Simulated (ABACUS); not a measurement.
# Zr (P6_3/mmc) in ABACUS: convergence with scf thr

Aim: find how far scf thr must go before the results for Zr settle, at PBE. This setting moves, with any that are tied to it; all else stays.

All numbers are computed with ABACUS 3.10.1; they aren't measurements. Logs are shortened: lines on timing, memory, paths and dates and some standing lists are left out, and cuts for length are marked.

### Step 1. The structure

It takes space group P6_3/mmc (No. 194, hexagonal). The conventional cell has a = 3.232 Å, b = 3.232 Å, c = 5.147 Å, α = 90.00°, β = 90.00°, γ = 120.00°. Around Zr (site symmetry -6m2) lie 12 Zr at 3.18 to 3.23 Å.

### Step 2. With scf thr 0.01

The input, INPUT:

```
INPUT_PARAMETERS
suffix              Zr
calculation         scf
basis_type          lcao
pseudo_dir          ./
orbital_dir         ./
symmetry            1
dft_functional      pbe
ecutwfc             100
pseudo_rcut         10
nspin               1
nbands              16
ks_solver           genelpa
smearing_method     fd
smearing_sigma      0.00734986
scf_thr             0.01
scf_nmax            100
mixing_type         broyden
mixing_beta         0.7
cal_force           1
cal_stress          1
out_mul             1
```

The input, STRU:

```
ATOMIC_SPECIES
Zr 91.2240 Zr.upf

NUMERICAL_ORBITAL
Zr_confined-atom_8au_3s2p2d1f.orb

LATTICE_CONSTANT
1.8897261246

LATTICE_VECTORS
3.2320000000 0.0000000000 0.0000000000
-1.6160000000 2.7989941050 0.0000000000
0.0000000000 0.0000000000 5.1470000000

ATOMIC_POSITIONS
Direct

Zr
0.0
2
0.6666666667 0.3333333333 0.7500000000 1 1 1
0.3333333333 0.6666666667 0.2500000000 1 1 1
```

The input, KPT:

```
K_POINTS
0
Gamma
8 8 5 0 0 0
```

Potentials or basis: PseudoDojo NC SR 0.5 PBE standard, DZP LCAO (the cutoffs set its grid).

Run with:

```sh
$ OMP_NUM_THREADS=1 mpirun -np 4 abacus > log
```

Wall time 2.3 s (4 MPI ranks of AMD EPYC 9R45 (Zen 5), shared host); peak memory 0.4 GiB.

Results:

- Free energy: -2754.8935 eV
- Pressure: 1.0 GPa
- Band gap on the k mesh: none (metal or under the smearing width)

### Step 3. With scf thr 0.001

INPUT, as its differences from that of step 2:

```diff
@@ -15,3 +15,3 @@
 smearing_sigma      0.00734986
-scf_thr             0.01
+scf_thr             0.001
 scf_nmax            100
```

STRU is that of step 2.

KPT is that of step 2.

Potentials or basis: PseudoDojo NC SR 0.5 PBE standard, DZP LCAO (the cutoffs set its grid).

Run with:

```sh
$ OMP_NUM_THREADS=1 mpirun -np 4 abacus > log
```

Wall time 3.2 s (4 MPI ranks of AMD EPYC 9R45 (Zen 5), shared host); peak memory 0.4 GiB.

Results:

```
Free energy            : -2754.8939 eV
Pressure               : 0.9 GPa
Band gap on the k mesh : none (metal or under the smearing width)
```

### Step 4. With scf thr 0.0001

INPUT, as its differences from that of step 3:

```diff
@@ -15,3 +15,3 @@
 smearing_sigma      0.00734986
-scf_thr             0.001
+scf_thr             0.0001
 scf_nmax            100
```

STRU is that of step 3.

KPT is that of step 3.

Run with:

```sh
$ OMP_NUM_THREADS=1 mpirun -np 4 abacus > log
```

Wall time 3.6 s (4 MPI ranks of AMD EPYC 9R45 (Zen 5), shared host); peak memory 0.44 GiB.

Results:

```
Free energy            : -2754.8939 eV
Pressure               : 0.9 GPa
Band gap on the k mesh : none (metal or under the smearing width)
```

### Step 5. With scf thr 1e-05

INPUT, as its differences from that of step 4:

```diff
@@ -15,3 +15,3 @@
 smearing_sigma      0.00734986
-scf_thr             0.0001
+scf_thr             1e-05
 scf_nmax            100
```

STRU is that of step 4.

KPT is that of step 4.

Run with:

```sh
$ OMP_NUM_THREADS=1 mpirun -np 4 abacus > log
```

It took 3.5 s on 4 MPI ranks of AMD EPYC 9R45 (Zen 5), shared host; peak memory 0.4 GiB.

What came out:

| Quantity | Value |
| --- | --- |
| Free energy | -2754.8939 eV |
| Pressure | 0.9 GPa |
| Band gap on the k mesh | none (metal or under the smearing width) |

### Step 6. With scf thr 1e-06

INPUT, as its differences from that of step 5:

```diff
@@ -15,3 +15,3 @@
 smearing_sigma      0.00734986
-scf_thr             1e-05
+scf_thr             1e-06
 scf_nmax            100
```

STRU is that of step 5.

KPT is that of step 5.

Potentials or basis: PseudoDojo NC SR 0.5 PBE standard, DZP LCAO (the cutoffs set its grid).

Run with:

```sh
$ OMP_NUM_THREADS=1 mpirun -np 4 abacus > log
```

Wall time 4.3 s (4 MPI ranks of AMD EPYC 9R45 (Zen 5), shared host); peak memory 0.44 GiB.

Results (log left out):

| Property | Result |
| --- | --- |
| Free energy | -2754.8939 eV |
| Pressure | 0.9 GPa |
| Band gap on the k mesh | none (metal or under the smearing width) |

### Step 7. With scf thr 1e-07

INPUT, as its differences from that of step 6:

```diff
@@ -15,3 +15,3 @@
 smearing_sigma      0.00734986
-scf_thr             1e-06
+scf_thr             1e-07
 scf_nmax            100
```

STRU is that of step 6.

KPT is that of step 6.

Run with:

```sh
$ OMP_NUM_THREADS=1 mpirun -np 4 abacus > log
```

Run time: 4.8 s. Hardware: 4 MPI ranks of AMD EPYC 9R45 (Zen 5), shared host; peak memory 0.4 GiB.

Results (log left out):

```yaml
Free_energy: -2754.8939 eV
Pressure: 0.9 GPa
Band_gap_on_the_k_mesh: none (metal or under the smearing width)
```

### Step 8. With scf thr 1e-08

INPUT, as its differences from that of step 7:

```diff
@@ -15,3 +15,3 @@
 smearing_sigma      0.00734986
-scf_thr             1e-07
+scf_thr             1e-08
 scf_nmax            100
```

STRU is that of step 7.

KPT is that of step 7.

Run with:

```sh
$ OMP_NUM_THREADS=1 mpirun -np 4 abacus > log
```

It took 5.5 s on 4 MPI ranks of AMD EPYC 9R45 (Zen 5), shared host; peak memory 0.44 GiB.

Results (log left out):

```
Free energy            : -2754.8939 eV
Pressure               : 0.9 GPa
Band gap on the k mesh : none (metal or under the smearing width)
```

### Step 9. With scf thr 1e-10

INPUT, as its differences from that of step 8:

```diff
@@ -15,3 +15,3 @@
 smearing_sigma      0.00734986
-scf_thr             1e-08
+scf_thr             1e-10
 scf_nmax            100
```

STRU is that of step 8.

KPT is that of step 8.

Potentials or basis: PseudoDojo NC SR 0.5 PBE standard, DZP LCAO (the cutoffs set its grid).

Run with:

```sh
$ OMP_NUM_THREADS=1 mpirun -np 4 abacus > log
```

running log:

```text
ABACUS v3.10.1

               Atomic-orbital Based Ab-initio Computation at UStc

 ------------------------------------------------------------------------------------

 READING GENERAL INFORMATION
                           global_out_dir = OUT.Zr/
                           global_in_card = INPUT
                               pseudo_dir = ./
                              orbital_dir = ./
                                    DSIZE = 4
                                    GSIZE = 1

 READING UNITCELL INFORMATION
                                    ntype = 1
                  lattice constant (Bohr) = 1.88973
              lattice constant (Angstrom) = 1

 READING ATOM TYPE 1
                               atom label = Zr
                      L=0, number of zeta = 3
                      L=1, number of zeta = 2
                      L=2, number of zeta = 2
                      L=3, number of zeta = 1
             number of atom for this type = 2

                        TOTAL ATOM NUMBER = 2
DIRECT COORDINATES
    atom                   x                   y                   z     mag                  vx                  vy                  vz
taud_Zr1            0.6666666667        0.3333333333        0.7500000000  0.0000        0.0000000000        0.0000000000        0.0000000000
taud_Zr2            0.3333333333        0.6666666667        0.2500000000  0.0000        0.0000000000        0.0000000000        0.0000000000

                          Volume (Bohr^3) = 314.213
                             Volume (A^3) = 46.5615

 Lattice vectors: (Cartesian coordinate: in unit of a_0)
               +3.232                  +0                  +0
               -1.616            +2.79899                  +0
                   +0                  +0              +5.147
 Reciprocal vectors: (Cartesian coordinate: in unit of 2 pi/a_0)
            +0.309406           +0.178636                  -0
                   -0           +0.357271                  -0
                   +0                  -0           +0.194288
 The esolver type has been set to : ksdft_lcao

                PAO radial cut off (Bohr) = 10

 Read in pseudopotential file is Zr.upf
                     pseudopotential type = NC
          exchange-correlation functional = PBE
                 nonlocal core correction = 1
                        valence electrons = 12
                                     lmax = 2
                           number of zeta = 4
                     number of projectors = 6
                           L of projector = 0
                           L of projector = 0
                           L of projector = 1
                           L of projector = 1
                           L of projector = 2
                           L of projector = 2
     initial pseudo atomic orbital number = 20
[... 174 lines left out ...]
 SELF-CONSISTENT
 -------------------------------------------

 SETUP SEARCHING RADIUS FOR PROGRAM TO SEARCH ADJACENT ATOMS
                  longest orb rcut (Bohr) = 8
   longest nonlocal projector rcut (Bohr) = 1.58
                     search radius (Bohr) = 19.2
              searching radius is (Bohr)) = 19.2
         searching radius unit is (Bohr)) = 1.89
                         PeriodicBoundary = 1
                        Radius(unit:lat0) = 10.1
                                   glayer = [ 5, 5, 3 ]
                             glayer_minus = [ 4, 4, 2 ]

Find the coordinate range of the input atom(unit:lat0).
                                  min_tau = [ -19.4, -10.3, -9.01 ]
                                  max_tau = [ 21, 13.1, 14.2 ]
                                BoxNumber = [ 9, 9, 5 ]

 SETUP EXTENDED REAL SPACE GRID FOR GRID INTEGRATION
                          real space grid = [ 40, 40, 64 ]
                 big cell numbers in grid = [ 8, 8, 16 ]
             meshcell numbers in big cell = [ 5, 5, 4 ]
                        extended fft grid = [ 13, 13, 14 ]
                dimension of extened grid = [ 35, 35, 45 ]
                            UnitCellTotal = 75
              Atom number in sub-FFT-grid = 2
    Local orbitals number in sub-FFT-grid = 52
                                ParaV.nnr = 35490
                                 init_chg = atomic

 LCAO ALGORITHM --------------- ION=   1  ELEC=   1--------------------------------

 Density error is 0.0418577450997
----------------------------------------------------------
     Energy           Rydberg                 eV
----------------------------------------------------------
 E_KohnSham     -202.4766047387      -2754.8355361397
 E_Harris       -203.7710636466      -2772.4475531142
 E_Fermi        1.0535928726         14.3348664395
----------------------------------------------------------
[... 91 lines left out ...]
 Density error is 4.66673750623e-11
----------------------------------------------------------
     Energy           Rydberg                 eV
----------------------------------------------------------
 E_KohnSham     -202.4808953139      -2754.8939124100
 E_KS(sigma->0) -202.4783707649      -2754.8595641594
 E_Harris       -202.4808953129      -2754.8939123974
 E_band         -14.0443088525       -191.0826248660
 E_one_elec     -35.6774211707       -485.4162178675
 E_Hartree      27.3916389180        372.6823668431
 E_xc           -40.0526833642       -544.9447139427
 E_Ewald        -154.1373805990      -2097.1466509416
 E_entropy(-TS) -0.0050490979        -0.0686965013
 E_descf        0.0000000000         0.0000000000
 E_exx          0.0000000000         0.0000000000
 E_Fermi        1.0373963301         14.1145011738
----------------------------------------------------------

 charge density convergence is achieved
 final etot is -2754.8939124 eV
 EFERMI = 14.114501174 eV

 STATE ENERGY(eV) AND OCCUPATIONS    NSPIN == 1
 1/30 kpoint (Cartesian) = 0.0000 0.0000 0.0000 (1329 pws)
       1       -34.7217     0.00625000
       2       -34.5671     0.00625000
       3       -13.2468     0.00625000
       4       -12.3785     0.00625000
       5       -12.3785     0.00625000
       6       -12.2413     0.00625000
[... 8 lines left out ...]
      15        15.7074    7.55365e-10
      16        15.7074    7.55365e-10
[... 76 lines left out ...]
       3       -13.1131      0.0375000
       4       -12.6206      0.0375000
       5       -12.5697      0.0375000
       6       -12.4222      0.0375000
[... 8 lines left out ...]
      15        15.8796    8.09952e-10
      16        16.1309    6.55777e-11

[... levels at 24 further k points ...]

 correction force for each atom along direction 1 is 9.58261e-15
 correction force for each atom along direction 2 is 1.06373e-14
 correction force for each atom along direction 3 is 9.37098e-15
------------------------------------------------------------------------------------------
 TOTAL-FORCE (eV/Angstrom)
------------------------------------------------------------------------------------------
                       Zr1         0.0000000000         0.0000000000         0.0000000000
                       Zr2         0.0000000000         0.0000000000         0.0000000000
------------------------------------------------------------------------------------------

----------------------------------------------------------------
 TOTAL-STRESS (KBAR)
----------------------------------------------------------------
         5.4568068889        -0.0000000000         0.0000000000
         0.0000000000         5.4568068890         0.0000000000
         0.0000000000        -0.0000000000        15.1612925413
----------------------------------------------------------------
 TOTAL-PRESSURE: 8.691635 KBAR

 --------------------------------------------
 !FINAL_ETOT_IS -2754.8939124100274967 eV
 --------------------------------------------
```

stdout:

```text
ABACUS v3.10.1

               Atomic-orbital Based Ab-initio Computation at UStc

%%%%%%%%%%%%%%%%%%%%%%%%%%%%%%%%%%%%%%%%%%%%%%%%%%%%%%%%%%%%%%%%%%%%%%%%%%%%%%%%%%%%%%%%%%%%%%%%%%%%%%%%%
[... 35 lines left out ...]
----------------------------------------------------------------
 TOTAL-STRESS (KBAR)
----------------------------------------------------------------
         5.4568068889        -0.0000000000         0.0000000000
         0.0000000000         5.4568068890         0.0000000000
         0.0000000000        -0.0000000000        15.1612925413
----------------------------------------------------------------
 TOTAL-PRESSURE: 8.691635 KBAR
```

Wall time 6.2 s (4 MPI ranks of AMD EPYC 9R45 (Zen 5), shared host); peak memory 0.44 GiB.

What came out:

| Item | Value |
| --- | --- |
| Free energy | -2754.8939 eV |
| Pressure | 0.9 GPa |
| Band gap on the k mesh | none (metal or under the smearing width) |

### Step 10. The series at a glance

```tsv
scf thr	energy less the tightest run, at zero smearing (meV/atom)	pressure (GPa)	SCF cycles	CPU time (s)
0.01	0.09	0.95	2	8.9
0.001	0.00	0.87	4	12
0.0001	0.00	0.87	5	14
1e-05	0.00	0.87	5	14
1e-06	0.00	0.87	7	17
1e-07	0.00	0.87	7	19
1e-08	0.00	0.87	9	22
1e-10	0.00	0.87	10	24
```

Against the tightest run, the energy stays within 1 meV/atom from 0.01 on; the pressure stays within 0.1 GPa from 0.01 on. The tightest run that finished is the yardstick and may itself not be fully converged.

Caveats: the atomic orbitals were generated for these runs and aren't a published set; the basis of atomic orbitals isn't converged, which shifts pressures, moduli and gaps.
